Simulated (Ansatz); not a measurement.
# AlN: phonons and Grüneisen parameters, part 2 of 2

Aim: phonons by finite displacements on a 1×1×1 mesh of wavevectors, at three volumes, and the mode Grüneisen parameters. Runs: cell and atoms relaxed (PAW); volume scaled by 0.980, atoms relaxed (PAW); volume scaled by 1.020, atoms relaxed (PAW); reference run (PAW); volume scaled by 0.980 (PAW); volume scaled by 1.020 (PAW); mode Grüneisen parameters (PAW); linear response at the zone centre with the field response (PAW).

Ansatz 0.2.0; DFT PBEsol. Earlier steps stand in the parts before.

## Step 10: Linear response at the zone centre with the field response, PAW

The COD entry's cell or inner coordinates are ideal or old and differ from later refinements, so a difference from it is no clean test against experiment.

input.yaml reads:

```yaml
crystal:
  lattice:
    - [3.11390083884, 0.0, 0.0]
    - [-1.55695041942, 2.6967172313, 0.0]
    - [0.0, 0.0, 4.98284998529]
  atoms:
    - { symbol: Al, position: [0.333333333333, 0.666666666667, -0.001011092114] }
    - { symbol: Al, position: [0.666666666667, 0.333333333333, 0.498988907886] }
    - { symbol: "N", position: [0.333333333333, 0.666666666667, 0.381011092114] }
    - { symbol: "N", position: [0.666666666667, 0.333333333333, 0.881011092114] }
kpoints:
  mp_grid: { grid: [8, 8, 4] }
scf:
  occupations: { method: fixed }
hamiltonian:
  xc: pbesol
  pseudopotentials: { kind: paw }
phonons:
  method: dfpt
  dielectric: true
  rigid_motions: translations
```

On the command line:

```
$ ansatz run input.yaml --threads 1 --pin off --max-ram 3072MiB --backend cpu --events-out ev --progress --plain --runs-dir out
```

Output:

```text
Engine: ansatz 0.2.0
Pseudopotentials: kind: paw
Pseudopotential: Al, paw, valence charge 3, recommended cutoff 420 eV (normal), Al.paw.azcp
Pseudopotential: N, paw, valence charge 5, recommended cutoff 420 eV (normal), N.paw.azcp
Functional definition: PBEsol
  exchange = pbesol_x
  correlation = pbesol_c
Crystal: 4 atoms, lattice volume = 41.843 Å³
Basis set: ecut = 420 eV, 809 PW (Γ), exchange–correlation on 48×48×72 points (8 copies of the dense FFT grid, shifted against one another)
Bands: 12, of which v1, the nominal top of the filled ones, is band 8 counted from 1 (7 counted from 0)
Symmetry: 12 space group operations
k-points: 78 of 256 (irreducible under 2 space group operations, time reversal used)
Non-local potential: Al, projectors of the file, l = 0: 2, l = 1: 2, l = 2: 1
Non-local potential: N, projectors of the file, l = 0: 2, l = 1: 2, l = 2: 1
PAW form: soft (Blöchl's): semilocal exchange-correlation on the pseudo side does not see the compensation charge
PAW frozen core: Al, regenerated for the run's functional, and the local potential with it (the file was generated under x = pbe(κ = 0.804, μ = 0.2195149727645171), c = pbe(β = 0.06672455060314922))
PAW frozen core: N, regenerated for the run's functional, and the local potential with it (the file was generated under x = pbe(κ = 0.804, μ = 0.2195149727645171), c = pbe(β = 0.06672455060314922))
PAW one-centre angular grid: Al, 110 points (default); XC on 64 Gauss nodes
PAW one-centre angular grid: N, 110 points (default); XC on 64 Gauss nodes
Initial density: superposition of atomic densities (neutral atoms: chi_scale 0, normalization atom), corrected by the library's trained network
Initial wavefunctions: pseudopotential atomic-orbital guess
Functional: x = pbesol(κ = 0.804, μ = 0.12345679012345678), c = pbesol(β = 0.046)
SCF iter   1: F=—  HF=-1811.930425 eV  |F-HF|=—  |Δ(HF+E_count)|=         —  Δρ=1.04e-2  dr2=4.79e-2  ethr=1.77e-3  ⟨swp⟩=4.9  Hψ=5181  notcnv=0  defer=138
preconditioner: auto → none  [insulator: Δε(μ)=4.015 eV  Ē_g=12.943 eV  n_scr=2 (ndim 8)  ℏωp=23.0 eV  f_vac=0.000  ε∞_Penn≈4.1]
SCF iter   2: F=—  HF=-1811.918544 eV  |F-HF|=—  |Δ(HF+E_count)|=   1.19e-2  Δρ=4.39e-3  dr2=6.19e-3  ethr=3.00e-4  ⟨swp⟩=2.5  Hψ=2220  notcnv=0  defer=156
SCF iter   3: F=—  HF=-1811.916620 eV  |F-HF|=—  |Δ(HF+E_count)|=   1.92e-3  Δρ=6.24e-4  dr2=8.67e-5  ethr=3.87e-5  ⟨swp⟩=2.1  Hψ=1569  notcnv=0  defer=156
SCF iter   4: F=—  HF=-1811.916626 eV  |F-HF|=—  |Δ(HF+E_count)|=   5.83e-6  Δρ=6.24e-5  dr2=5.95e-7  ethr=5.42e-7  ⟨swp⟩=2.2  Hψ=1525  notcnv=0  defer=53
SCF iter   5: F=—  HF=-1811.916625 eV  |F-HF|=—  |Δ(HF+E_count)|=   9.92e-7  Δρ=8.35e-6  dr2=1.17e-8  ethr=3.72e-9  ⟨swp⟩=2.1  Hψ=1561  notcnv=0  defer=4
SCF iter   6: F=-1811.916625 eV  HF=-1811.916625 eV  |F-HF|=4.18e-11  |Δ(HF+E_count)|=   5.67e-9  Δρ=7.06e-7  dr2=8.14e-11  ethr=1.00e-12  ⟨swp⟩=5.8  Hψ=6406  notcnv=0
SCF 1 converged in 6 iterations: F = -1811.916625 eV  dr2 = 8.14e-11
NSCF: frozen V_eff on 2 k-points
DFPT response loops at Γ: preconditioner auto → none (the input reference at scf.mixing.eps_inf says where Resta's filter doesn't serve); β = 0.50; Broyden in place of MSR1
── the response to a field inside a basis, on 8×8×4 k-points: an SCF that follows is theirs, and a resumed run solves both again ──
Bands: 9, of which v1, the nominal top of the filled ones, is band 8 counted from 1 (7 counted from 0)
k-points: 40 of 256 (irreducible under 4 space group operations, time reversal used)
Initial density: handed on by an earlier stage of this run
Initial wavefunctions: pseudopotential atomic-orbital guess (no wavefunctions were taken with the density)
Eigensolver: Dense (40 Hₖ)
SCF iter   1: F=—  HF=-1811.920389 eV  |F-HF|=—  |Δ(HF+E_count)|=         —  Δρ=4.28e-4  dr2=1.09e-5  ethr=1.00e-1
preconditioner: auto → none  [insulator: Δε(μ)=4.809 eV  Ē_g=11.067 eV  n_scr=2 (ndim 8)  ℏωp=23.0 eV  f_vac=0.000  ε∞_Penn≈5.3]
SCF iter   2: F=—  HF=-1811.920398 eV  |F-HF|=—  |Δ(HF+E_count)|=   8.64e-6  Δρ=2.03e-4  dr2=3.01e-6  ethr=6.84e-8
SCF iter   3: F=—  HF=-1811.920401 eV  |F-HF|=—  |Δ(HF+E_count)|=   3.37e-6  Δρ=7.64e-5  dr2=9.06e-7  ethr=1.88e-8
SCF iter   4: F=-1811.920401 eV  HF=-1811.920401 eV  |F-HF|=2.94e-9  |Δ(HF+E_count)|=   1.07e-7  Δρ=6.06e-6  dr2=4.32e-9  ethr=5.66e-9
SCF 1 converged in 4 iterations: F = -1811.920401 eV  dr2 = 4.32e-9
DFPT response loops at Γ: mixed as the last ones told, above
WARN: field response: ε∞ stands inside a basis, on 8×8×4 points; the force constants stand on the 8×8×4 k-mesh, whose period is 12.40 times the interband length at k = (0.0000, 0.0000, 0.0000), direct gap 4.094 eV, under 14: take them and everything formed from them as unconverged, and compare with a denser kpoints.mp_grid
SCF converged after 6 iterations
Free energy (F): -1811.916625 eV
Harris-Foulkes:  -1811.916625 eV  (|F-HF|=4.18e-11)
Internal energy: -1811.916625 eV  (E = F + TS)
E sigma→0 (E₀):  -1811.916625 eV
Fermi energy:    7.042828 eV
--- Per-component energies (eV) ---
  E_band       = 28.532638
  E_kinetic    = 317.504484
  E_local      = -446.162302  (includes V_loc(G=0)·N_el)
  E_nonlocal   = 111.269087
  E_hartree    = 153.720440
  E_xc         = -201.380667
  E_vxc        = -214.929066  (∫ρ·V_xc dr)
  E_paw        = -1155.480249  (= ΣΔE_a)
  E_vpaw       = -46.590556  (= ΣTr[D̂ρ^β])
  E_aug_tail   = 0.000188  (compensation charges beyond the density's cutoff)
  E_ewald      = -591.482083
  E_core_change = 0.094476  (= ΣΔE_core)
  E_smearing   = -0.000000  (= −TS)
  E_closure    = 0.000000  (closes the sum)
  Σ components = -1811.916625   (vs F -1811.916625, Δ=0.00e0)
--- Band table (eV; the first three rows and the last of 78) ---
  k-point 0: bands = ["-8.1117", "-5.9356", "0.9972", "6.1624", "6.1624", "6.8172", "6.8172", "7.0428", "11.1370", "13.5804", "17.5289", "18.0544"]
  k-point 1: bands = ["-7.8728", "-6.3771", "1.8047", "5.8223", "6.2535", "6.2535", "6.7164", "6.7164", "12.1039", "13.7008", "17.1934", "18.0237"]
  k-point 2: bands = ["-7.2152", "-7.2152", "3.6835", "3.6835", "6.4800", "6.4800", "6.4800", "6.4800", "13.3964", "13.3964", "17.2399", "17.2399"]
  k-point 77: bands = ["-5.7713", "-5.7713", "2.0549", "2.0549", "4.0320", "4.0320", "6.0647", "6.0647", "13.5559", "13.5559", "15.9120", "15.9120"]
--- Phonons (Γ-DFPT): 4 representative perturbations + reference, on 78 of 256 k-points (Σ response iterations 12) ---
  k mesh reduced under 2 symmetry operations, with k and −k counted as one. Each operation leaves every solved perturbation unchanged. A smaller set is not considered because the run solves the response to a homogeneous field
  ASR residual: 5.529e-4 → 0.000e0 eV/Å²; symmetrization residual: 2.125e-4 eV/Å²
  ASR residual per site (eV/Å²): 5.53e-4 5.53e-4 3.52e-4 3.52e-4
  Γ frequencies (cm⁻¹): 0.00 0.00 0.00 235.02 235.02 541.75 605.37 650.92 650.92 662.30 662.30 712.29
  ε∞ (high-frequency dielectric tensor):
        4.494887     0.000000     0.000000
        0.000000     4.494887     0.000000
        0.000000     0.000000     4.726204
  ε⁰ (static dielectric tensor: ions relaxed, cell fixed):
        8.209637     0.000000    -0.000000
        0.000000     8.209637     0.000000
       -0.000000     0.000000     9.765368
  ε⁰ − ε∞ (ionic part):
        3.714750    -0.000000    -0.000000
       -0.000000     3.714750     0.000000
       -0.000000     0.000000     5.039164
  softest optical mode at Γ: 235.02 cm⁻¹; the repairs (sum rule, projections) moved no ω² at Γ by more than (7.51 cm⁻¹)²
  Born effective charges Z* (e; rows j = field, columns β = displacement):
    site 0:
         2.52741    0.00000    0.00000
         0.00000    2.52741    0.00000
         0.00000    0.00000    2.69067
    site 1:
         2.52741    0.00000    0.00000
         0.00000    2.52741    0.00000
         0.00000    0.00000    2.69067
    site 2:
        -2.52741    0.00000   -0.00000
         0.00000   -2.52741   -0.00000
        -0.00000   -0.00000   -2.69067
    site 3:
        -2.52741    0.00000   -0.00000
        -0.00000   -2.52741   -0.00000
        -0.00000   -0.00000   -2.69067
  Z* charge neutrality: 6.360e-4 e pre-enforcement
  solved inside a basis spanned on kpoints, on 8×8×4 k-points, its susceptibility summed on 12×12×6: ε∞ is read to err by 1.5e-2, Z* by 1.3e-2 e (field_mesh: kpoints solves on kpoints); Z* is corrected for what the basis lacks
  optical modes at Γ without the LO–TO term, one row a degenerate level:
      ω (cm⁻¹)  modes    IR ((D/Å)²/amu)
        235.02      2             0.0000
        541.75      1             0.0000
        605.37      1            36.2297
        650.92      2             0.0000
        662.30      2            63.9329
        712.29      1             0.0000
  optical modes at Γ + LO–TO along q̂ = [1.0000, 0.0000, 0.0000]:
      ω (cm⁻¹)  modes    IR ((D/Å)²/amu)
        235.02      2             0.0000
        541.75      1             0.0000
        605.37      1            36.2297
        650.92      2             0.0000
        662.30      1            31.9665
        712.29      1             0.0000
        895.07      1            31.9665
  optical modes at Γ + LO–TO along q̂ = [0.0000, 1.0000, 0.0000]:
      ω (cm⁻¹)  modes    IR ((D/Å)²/amu)
        235.02      2             0.0000
        541.75      1             0.0000
        605.37      1            36.2297
        650.92      2             0.0000
        662.30      1            31.9665
        712.29      1             0.0000
        895.07      1            31.9665
  optical modes at Γ + LO–TO along q̂ = [0.0000, 0.0000, 1.0000]:
      ω (cm⁻¹)  modes    IR ((D/Å)²/amu)
        235.02      2             0.0000
        541.75      1             0.0000
        650.92      2             0.0000
        662.30      2            63.9329
        712.29      1             0.0000
        870.19      1            36.2297
```

It took 14 s on 1 thread of AMD EPYC 9R45 (Zen 5), shared host; peak memory 0.54 GiB.

Wavenumbers in cm⁻¹ (negative: unstable):

| q | modes |
| --- | --- |
| Γ | 0.0 0.0 0.0 235.0 235.0 541.8 605.4 650.9 650.9 662.3 662.3 712.3 |

ε∞ (xx, yy, zz): 4.49, 4.49, 4.73. Born charges (xx, yy, zz): Al1 2.53, 2.53, 2.69; Al2 2.53, 2.53, 2.69; N3 -2.53, -2.53, -2.69; N4 -2.53, -2.53, -2.69 e.

```csv
direction of q,wavenumbers with the LO shift (cm⁻¹)
100,235 235 542 605 651 651 662 712 895
010,235 235 542 605 651 651 662 712 895
001,235 235 542 651 651 662 662 712 870
```

## Step 11: Side by side

| run | volume (Å³/atom) | lowest on the mesh (cm⁻¹) | highest on the mesh, without the LO shift (cm⁻¹) | zero-point energy (meV/atom) |
| --- | --- | --- | --- | --- |
| reference run, PAW | 10.461 | 0.0 | 712.3 | 88.7 |
| volume scaled by 0.980, PAW | 10.251 | 0.0 | 728.2 | 91.0 |
| volume scaled by 1.020, PAW | 10.670 | 0.0 | 697.3 | 86.4 |
| linear response at the zone centre with the field response, PAW | 10.461 | 0.0 | 712.3 | – |

Optical modes at Γ (point group 6mm), without the LO shift:

```
 cm⁻¹  modes  symmetry           active in  moves most
235.0      2        E2               Raman          Al
541.7      1        B1              silent          Al
605.4      1        A1  infrared and Raman           N
650.9      2        E2               Raman           N
662.3      2        E1  infrared and Raman           N
712.3      1        B1              silent           N
```

## Step 12: What came out

What follows sums up all 2 parts.

```
                                            quantity                                                            value
highest mode on the mesh, without the LO shift (PAW)                                                         712 cm⁻¹
                                  optical modes at Γ  235 (E2), 542 (B1), 605 (A1), 651 (E2), 662 (E1), 712 (B1) cm⁻¹
             mean Grüneisen parameter at 300 K (PAW)                                                             0.86
                                                  ε∞                                                 4.49, 4.49, 4.73
```

In words: The k mesh is too coarse for converged phonons: take these values as rough. No mode at Γ is unstable, and no other wavevector was sampled; the highest lies at 712 cm⁻¹ by PAW. Weighted by heat capacity at 300 K the mean Grüneisen parameter of the sampled modes is 0.86; optical modes at Γ alone don't fix the expansion. With the field of the polar modes, the highest mode near Γ lies at 895 cm⁻¹. Each set of modes is computed in the harmonic approximation. Cautions: frozen-core PAW files fitted under PBE, their cores solved anew for the functional of the run; zone-boundary modes aren't tested.
